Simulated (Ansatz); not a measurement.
AlSb:
```cif
data_Al4Sb4
_chemical_formula_sum 'Sb4 Al4'
_space_group_name_H-M_alt 'F-43m'
_space_group_IT_number 216
_space_group_name_Hall 'F -4 2 3'
_cell_length_a 6.15713
_cell_length_b 6.15713
_cell_length_c 6.15713
_cell_angle_alpha 90.000
_cell_angle_beta 90.000
_cell_angle_gamma 90.000
loop_
_atom_site_label
_atom_site_type_symbol
_atom_site_symmetry_multiplicity
_atom_site_Wyckoff_symbol
_atom_site_fract_x
_atom_site_fract_y
_atom_site_fract_z
_atom_site_occupancy
Sb1 Sb 4 c 0.25000 0.25000 0.25000 1
Al1 Al 4 a 0.00000 0.00000 0.00000 1
```
(The calculation used a cell of 2 atoms; values per cell refer to that cell.)

Relaxed with PBEsol.

Which orbitals make up the states near the band edges in PBEsol in the plane-wave PAW code Ansatz?

Top 1 eV of the valence band: Sb 5p 73 %, Al 3p 25 %. Bottom 1 eV of the conduction band: Al 3p 37 %, Al 3s 22 %, Sb 5p 18 %, Sb 5s 13 %, outside the projected shells 10 %. Projections are on Löwdin-orthogonalised atomic valence shells; empty p or d shells of many metals are not among them.

Tabulate the density of states.

States/eV per cell of 2 atoms, in 0.25 eV bins, energy from the valence-band maximum.

```
E (eV)  total  Sb 5p  Al 3p  Al 3s
------  -----  -----  -----  -----
-7.85    0.00   0.00   0.00   0.00
-7.60    0.00   0.00   0.00   0.00
-7.35    0.00   0.00   0.00   0.00
-7.10    0.00   0.00   0.00   0.00
-6.85    0.00   0.00   0.00   0.00
-6.60    0.00   0.00   0.00   0.00
-6.35    0.00   0.00   0.00   0.00
-6.10    0.00   0.00   0.00   0.00
-5.85    0.00   0.00   0.00   0.00
-5.60    0.00   0.00   0.00   0.00
-5.35    0.89   0.45   0.05   0.37
-5.10    2.81   1.37   0.23   1.10
-4.85    1.08   0.52   0.11   0.37
-4.60    0.70   0.34   0.07   0.22
-4.35    0.52   0.26   0.06   0.15
-4.10    0.40   0.20   0.04   0.11
-3.85    0.32   0.16   0.04   0.08
-3.60    0.27   0.13   0.03   0.07
-3.35    0.30   0.16   0.06   0.05
-3.10    1.44   0.83   0.51   0.07
-2.85    1.32   0.75   0.44   0.07
-2.60    1.22   0.70   0.41   0.07
-2.35    1.50   0.87   0.53   0.07
-2.10    1.92   1.14   0.67   0.06
-1.85    1.84   1.13   0.63   0.05
-1.60    1.73   1.10   0.56   0.04
-1.35    1.67   1.10   0.52   0.03
-1.10    1.62   1.10   0.47   0.02
-0.85    1.21   0.85   0.32   0.01
-0.60    0.70   0.51   0.16   0.01
-0.35    0.42   0.32   0.08   0.00
-0.10    0.13   0.10   0.02   0.00
0.15     0.00   0.00   0.00   0.00
0.40     0.00   0.00   0.00   0.00
0.65     0.00   0.00   0.00   0.00
0.90     0.00   0.00   0.00   0.00
1.15     0.04   0.00   0.02   0.00
1.40     0.32   0.04   0.15   0.05
1.65     0.74   0.13   0.28   0.15
1.90     1.22   0.24   0.43   0.28
2.15     1.96   0.43   0.65   0.46
2.40     2.23   0.55   0.71   0.52
2.65     1.34   0.36   0.41   0.28
2.90     0.93   0.24   0.29   0.16
3.15     1.13   0.23   0.45   0.15
3.40     1.41   0.27   0.69   0.14
3.65     2.43   0.49   1.28   0.13
3.90     1.76   0.38   0.87   0.11
4.15     1.41   0.32   0.67   0.09
4.40     1.54   0.35   0.73   0.06
4.65     1.86   0.41   0.77   0.10
4.90     1.49   0.33   0.59   0.09
5.15     1.43   0.33   0.56   0.09
5.40     1.32   0.31   0.51   0.08
5.65     0.94   0.21   0.36   0.05
5.90     1.34   0.26   0.45   0.07
```

The PBEsol relaxation kept the symmetry of its start. Scalar-relativistic: spin–orbit coupling is off unless named, which matters more the heavier the elements.

Potentials: the later of the program's two PAW sets.
